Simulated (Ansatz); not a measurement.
The system is Ta2C.

```xyz
3
Lattice="3.1059 0.0000 0.0000 -1.5530 2.6898 0.0000 0.0000 0.0000 4.9464" Properties=species:S:1:pos:R:3 pbc="T T T"
Ta    1.5530    0.8966    3.6999
Ta    0.0000    1.7932    1.2465
C     0.0000    0.0000    0.0000
```

Base run:

```yaml
Program: Ansatz 0.2.0
Functional: PBEsol
Potentials_or_basis: Ansatz PAW
Cutoff: "420 eV (not typed: the program's choice for these potentials)"
k_mesh: 10 × 10 × 6
Occupations: fermi-dirac, width 0.05 eV
Spin: spin-orbit coupling, no magnetisation
```

Its results: band gap on the k mesh none (metal or under the smearing width); pressure -3.5 GPa.

The run is repeated on the same cell with these changes: spin from spin-orbit coupling, no magnetisation to no spin polarisation; potential files from those of the base run to others of the same set. What comes out?

Band gap on the k mesh none (metal or under the smearing width); pressure -3.1 GPa.

Caveats: the PAW data sets come from PBE, with cores solved anew for the run's functional, which leaves a small shift of forces and pressure; spin-orbit coupling is left out, which moves the levels of the heavy elements (some runs).
